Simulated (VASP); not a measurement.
# ZnCu (Pm-3m) in VASP: notebook

The runs below take ZnCu through single point, with r2SCAN.

All numbers are computed with VASP 6.6.1; they aren't measurements. Logs are shortened: lines on timing, memory, paths and dates and some standing lists are left out, and cuts for length are marked.

## 1. Starting point

It takes space group Pm-3m (No. 221, cubic). The conventional cell has a = 2.945 Å, b = 2.945 Å, c = 2.945 Å, α = 90.00°, β = 90.00°, γ = 90.00°. Zn (site symmetry m-3m) has 8 Cu at 2.55 Å as nearest neighbours. Cu (site symmetry m-3m) is surrounded by 8 Zn at 2.55 Å.

## 2. Single point, r2SCAN

INCAR reads:

```
SYSTEM = ZnCu
PREC     = Accurate       ! precision mode
ENCUT    = 400            ! plane-wave cutoff, eV
EDIFF    = 1E-6           ! SCF threshold, eV
ISMEAR   = -1             ! smearing method
SIGMA    = 0.1            ! smearing width, eV
LREAL    = .FALSE.        ! projectors in reciprocal space
LASPH    = .FALSE.        ! aspherical terms in the spheres
NELM     = 100            ! most SCF steps
ALGO     = Normal         ! electronic algorithm
ISIF     = 2              ! what is computed and relaxed
LWAVE    = .FALSE.        ! write WAVECAR
LCHARG   = .FALSE.        ! write CHGCAR
METAGGA  = R2SCAN         ! meta-GGA
LMIXTAU  = .TRUE.       
ADDGRID  = .FALSE.
```

KPOINTS reads:

```
regular mesh
0
G
  8 8 8
  0 0 0
```

POSCAR reads:

```
ZnCu
1.0
    2.9450000000      0.0000000000      0.0000000000
    0.0000000000      2.9450000000      0.0000000000
    0.0000000000      0.0000000000      2.9450000000
Zn Cu
1 1
Direct
    0.5000000000      0.5000000000      0.5000000000
    0.0000000000      0.0000000000      0.0000000000
```

Potentials or basis: VASP PAW PBE potentials, release 64 (Zn, Cu).

Launch:

```bash
$ cat potpaw_PBE.64/Zn/POTCAR potpaw_PBE.64/Cu/POTCAR > POTCAR
$ mpirun -np 1 vasp_std > vasp.out
```

OUTCAR:

```text
SYSTEM = ZnCu
   PREC = Accurate
   ENCUT = 400
   EDIFF = 1E-6
   ISMEAR = -1
   LREAL = .FALSE.
   LASPH = .FALSE.
   NELM = 100
   ISIF = 2
   METAGGA = R2SCAN
     LASPH = .TRUE.)

 Found     35 irreducible k-points:

 Following reciprocal coordinates:
            Coordinates               Weight
  0.000000  0.000000  0.000000      1.000000
  0.125000  0.000000  0.000000      6.000000
  0.250000  0.000000  0.000000      6.000000
  0.375000  0.000000  0.000000      6.000000
  0.500000  0.000000  0.000000      3.000000
  0.125000  0.125000  0.000000     12.000000
   k-points           NKPTS =     35   k-points in BZ     NKDIM =     35   number of bands    NBANDS=     15
   number of dos      NEDOS =    301   number of ions     NIONS =      2
   total plane-waves  NPLWV =   8000
   dimension x,y,z NGX =    20 NGY =   20 NGZ =   20
   dimension x,y,z NGXF=    40 NGYF=   40 NGZF=   40
   ions per type =               1   1
   NGX,Y,Z   is equivalent  to a cutoff of  11.29, 11.29, 11.29 a.u.
   NGXF,Y,Z  is equivalent  to a cutoff of  22.58, 22.58, 22.58 a.u.
 SYSTEM =  ZnCu
   PREC   = accura    normal or accurate (medium, high low for compatibility)
   ISTART =      0    job   : 0-new  1-cont  2-samecut
   ICHARG =      2    charge: 1-file 2-atom 10-const
   ISPIN  =      1    spin polarized calculation?
   LNONCOLLINEAR =      F non collinear calculations
   LSORBIT =      F    spin-orbit coupling
   LASPH  =      F    aspherical Exc in radial PAW
   ENCUT  =  400.0 eV  29.40 Ry    5.42 a.u.   4.80  4.80  4.80*2*pi/ulx,y,z
   NELM   =    100;   NELMIN=  2; NELMDL= -5     # of ELM steps
   EDIFF  = 0.1E-05   stopping-criterion for ELM
   LREAL  =      F    real-space projection
   EDIFFG = 0.1E-04   stopping-criterion for IOM
   NSW    =      0    number of steps for IOM
   IBRION =     -1    ionic relax: 0-MD 1-quasi-New 2-CG
   NFREE  =      0    steps in history (QN), initial steepest desc. (CG)
   ISIF   =      2    stress and relaxation
   ISYM   =      2    0-nonsym 1-usesym 2-fastsym
   POTIM  = 0.5000    time-step for ionic-motion
   TEBEG  =    0.0;   TEEND  =   0.0 temperature during run
   PSTRESS=    0.0 pullay stress
   NELECT =      23.0000    total number of electrons
   NUPDOWN=      -1.0000    fix difference up-down
   EMIN   =  10.00;   EMAX   =-10.00  energy-range for DOS
   EFERMI =   0.00;   METHOD = LEGACY
   ISMEAR =    -1;   SIGMA  =   0.10  broadening in eV -4-tet -1-fermi 0-gaus
   EFERMI_NEDOS =   21; number of points for ismear=-14 and -15
   IALGO  =     38    algorithm
   IMIX   =      4    mixing-type and parameters
     AMIX     =   0.40;   BMIX     =  1.00
     AMIX_MAG =   1.60;   BMIX_MAG =  1.00
  volume/ion in A,a.u.               =      12.77        86.18
  Fermi-wavevector in a.u.,A,eV,Ry     =   1.580880  2.987429 34.003415  2.499180
  Thomas-Fermi vector in A             =   2.681040
   LORBIT       =      0    0 simple, 1 ext, 2 COOP (PROOUT), +10 PAW based schemes
   METAGGA = R2SCAN    functional components
   LHFCALC =     F    Hartree Fock is set to
   AEXX    =    0.0000 exact exchange contribution
   IVDW    =     0    specifies the selected vdW correction
   LEPSILON=     F    determine dielectric tensor
   LRPA    =     F    only Hartree local field effects (RPA)
 non-spin polarized calculation
  energy-cutoff  :      400.00
  volume of cell :       25.54
 maximum number of plane-waves:       480
 NGX is ok and might be reduce to    20
   NGX =  9   NGY =  9   NGZ =  9

 number of electron      22.9999959 magnetization

 Free energy of the ion-electron system (eV)
  ---------------------------------------------------
  ext. energy  EPLUGINS =         0.00000000
  ---------------------------------------------------
  free energy    TOTEN  =       -19.94949373 eV

  energy without entropy =      -19.93067008  energy(sigma->0) =      -19.94008191

 E-fermi :   5.1555     XC(G=0): -13.5250

 val. band max:        5.0048840500   @ k =   0.3750   0.2500   0.1250
 cond. band min:       5.1966738856   @ k =   0.3750   0.3750   0.1250
 fundamental gap:      0.1917898357
 Fermi energy:         5.1554616050

 k-point     1 :       0.0000    0.0000    0.0000
  band No.  band energies     occupation
      1      -5.3900      2.00000
      2      -2.7757      2.00000
      3      -2.7757      2.00000
      4      -2.0740      2.00000
      5      -2.0740      2.00000
      6      -2.0740      2.00000
      7       1.6729      2.00000
      8       1.6729      2.00000
      9       2.5191      2.00000
     10       2.5191      2.00000
     11       2.5191      2.00000
     12      11.9916      0.00000
     13      11.9916      0.00000
     14      11.9916      0.00000
     15      16.8887      0.00000

 k-point     2 :       0.1250    0.0000    0.0000
  band No.  band energies     occupation
      1      -5.0961      2.00000
      2      -2.7426      2.00000
      3      -2.7143      2.00000
      4      -2.0992      2.00000
      5      -2.0992      2.00000
      6      -2.0621      2.00000
      7       1.6577      2.00000
      8       1.6955      2.00000
      9       2.4276      2.00000
     10       2.4276      2.00000
     11       2.5089      2.00000
     12       9.6932      0.00000
     13      12.4317      0.00000
     14      12.4317      0.00000
     15      17.0495      0.00000

 k-point     3 :       0.2500    0.0000    0.0000
  band No.  band energies     occupation
      1      -4.2530      2.00000
      2      -2.6612      2.00000
      3      -2.5364      2.00000
      4      -2.1594      2.00000
      5      -2.1594      2.00000
      6      -2.0333      2.00000
      7       1.6194      2.00000
      8       1.6838      2.00000
      9       2.2228      2.00000
     10       2.2228      2.00000
     11       2.4841      2.00000
     12       6.4261      0.00001
     13      13.6743      0.00000
     14      13.6743      0.00000
     15      17.5436      0.00000

 k-point     4 :       0.3750    0.0000    0.0000
  band No.  band energies     occupation
      1      -3.1676      2.00000
      2      -2.5774      2.00000
      3      -2.2189      2.00000
      4      -2.2189      2.00000
      5      -2.0743      2.00000
      6      -2.0038      2.00000
      7       1.2095      2.00000
      8       1.5791      2.00000
      9       2.0369      2.00000
     10       2.0369      2.00000
     11       2.4590      2.00000
     12       4.0055      1.99998
     13      15.5622      0.00000
     14      15.5622      0.00000
     15      18.3851      0.00000

 k-point     5 :       0.5000    0.0000    0.0000
  band No.  band energies     occupation
      1      -2.8054      2.00000
      2      -2.5417      2.00000
      3      -2.2436      2.00000
      4      -2.2436      2.00000
      5      -1.9916      2.00000
      6      -1.0003      2.00000
      7       0.0314      2.00000
      8       1.5618      2.00000
      9       1.9643      2.00000
     10       1.9643      2.00000
     11       2.4485      2.00000
     12       3.3118      2.00000
     13      17.7004      0.00000
     14      17.7004      0.00000
     15      18.2938      0.00000

 k-point     6 :       0.1250    0.1250    0.0000
  band No.  band energies     occupation
      1      -4.8077      2.00000
      2      -2.7007      2.00000
      3      -2.6653      2.00000
      4      -2.1242      2.00000
      5      -2.1111      2.00000
      6      -2.0713      2.00000
      7       1.6679      2.00000
      8       1.7097      2.00000
      9       2.3316      2.00000
     10       2.3681      2.00000
     11       2.4919      2.00000
     12       9.8306      0.00000
     13      10.3186      0.00000
     14      12.8513      0.00000
     15      17.5741      0.00000

 [... further k-points ...]

------------------------ aborting loop because EDIFF is reached ----------------------------------------

  FORCE on cell =-STRESS in cart. coord.  units (eV):
  Direction    XX          YY          ZZ          XY          YZ          ZX
  --------------------------------------------------------------------------------------
  -------------------------------------------------------------------------------------
  Total       -0.5459923     -0.5459923     -0.5459923      0.0000000     -0.0000000      0.0000000
  in kB      -34.2484705    -34.2484705    -34.2484705      0.0000000     -0.0000000      0.0000000
  external PRESSURE =     -34.2484705 kB  Pullay stress =       0.0000000 kB

 VOLUME and BASIS-vectors are now :
 -----------------------------------------------------------------------------
  energy-cutoff  :      400.00
  volume of cell :       25.54
      direct lattice vectors                 reciprocal lattice vectors
     2.945000000  0.000000000  0.000000000     0.339558574  0.000000000  0.000000000
     0.000000000  2.945000000  0.000000000     0.000000000  0.339558574  0.000000000
     0.000000000  0.000000000  2.945000000     0.000000000  0.000000000  0.339558574

 POSITION                                       TOTAL-FORCE (eV/Angst)
 -----------------------------------------------------------------------------------
      1.47250      1.47250      1.47250         0.000000      0.000000      0.000000
      0.00000      0.00000      0.00000         0.000000      0.000000      0.000000
 -----------------------------------------------------------------------------------
    total drift:                               -0.000000      0.000000     -0.000000

  FREE ENERGIE OF THE ION-ELECTRON SYSTEM (eV)
  ---------------------------------------------------
  free  energy   TOTEN  =       -19.9494937302 eV

  energy  without entropy=      -19.9306700813  energy(sigma->0) =      -19.94008191
```

Run time: 28 s. Hardware: 1 thread of Intel Xeon Platinum 8259CL at 2.50GHz (Skylake/Cascade Lake), shared host; peak memory 0.13 GiB.

These settings aren't checked as converged: the numbers below hold their error.

Results:

* Free energy: -19.9495 eV
* Pressure: -3.4 GPa
* Band gap on the k mesh: none (metal or under the smearing width)

Caveat: the PAW data sets were made with another functional, which shifts forces and pressure a little.

## 3. Single point, r2SCAN

INCAR is that of step 2.

KPOINTS is that of step 2.

POSCAR reads:

```
ZnCu
1.0
    2.9450000000      0.0000000000      0.0000000000
    0.0000000000      2.9450000000      0.0000000000
    0.0000000000      0.0000000000      2.9450000000
Zn Cu
1 1
Direct
    0.5128410000      0.4877280000      0.4845920000
   -0.0040920000      0.0326400000      0.0060300000
```

Potentials or basis: VASP PAW PBE potentials, release 64 (Zn, Cu).

Launch:

```bash
$ cat potpaw_PBE.64/Zn/POTCAR potpaw_PBE.64/Cu/POTCAR > POTCAR
$ mpirun -np 1 vasp_std > vasp.out
```

Wall time 3.2 min (1 thread of Intel Xeon Platinum 8259CL at 2.50GHz (Skylake/Cascade Lake), shared host); peak memory 0.19 GiB.

The run converged, but some of its settings lie outside the range that counts as converged, so its numbers aren't taken as properties of the crystal.

What came out:

* Free energy: -19.8915 eV
* Pressure: -2.2 GPa
* Largest force: 0.760 eV/Å
* Band gap on the k mesh: none (metal or under the smearing width)

Caveat: the PAW data sets were made with another functional, which shifts forces and pressure a little.

## 4. Single point, r2SCAN

INCAR reads:

```
SYSTEM = ZnCu
PREC     = Normal         ! precision mode
ENCUT    = 400            ! plane-wave cutoff, eV
EDIFF    = 1E-4           ! SCF threshold, eV
ISMEAR   = -1             ! smearing method
SIGMA    = 0.1            ! smearing width, eV
LREAL    = Auto         
LASPH    = .TRUE.         ! aspherical terms in the spheres
NELM     = 100            ! most SCF steps
ALGO     = Normal         ! electronic algorithm
ISIF     = 2              ! what is computed and relaxed
LWAVE    = .FALSE.        ! write WAVECAR
LCHARG   = .FALSE.        ! write CHGCAR
METAGGA  = R2SCAN         ! meta-GGA
LMIXTAU  = .TRUE.       
ADDGRID  = .FALSE.
```

KPOINTS is that of step 3.

POSCAR reads:

```
ZnCu
1.0
    2.9450000000      0.0000000000      0.0000000000
    0.0000000000      2.9450000000      0.0000000000
    0.0000000000      0.0000000000      2.9450000000
Zn Cu
1 1
Direct
    0.5000000000      0.5000000000      0.5000000000
    0.0000000000      0.0000000000      0.0000000000
```

Launch:

```bash
$ cat potpaw_PBE.64/Zn/POTCAR potpaw_PBE.64/Cu/POTCAR > POTCAR
$ mpirun -np 1 vasp_std > vasp.out
```

Run time: 15 s. Hardware: 1 thread of Intel Xeon Platinum 8259CL at 2.50GHz (Skylake/Cascade Lake), shared host; peak memory 0.11 GiB.

These settings aren't checked as converged: the numbers below hold their error.

What came out:

```
Free energy            : -19.9432 eV
Pressure               : -3.3 GPa
Band gap on the k mesh : none (metal or under the smearing width)
```

Caveat: the PAW data sets were made with another functional, which shifts forces and pressure a little.

## 5. The reference run

An earlier run on the cell as given: functional PBE; potentials or basis VASP PAW PBE potentials, release 64 (Zn, Cu); cutoff 520 eV; k mesh 9 × 9 × 9; occupations fermi-dirac, width 0.05 eV; no spin polarisation.

* Pressure: 3.1 GPa
* Band gap on the k mesh: none (metal or under the smearing width)
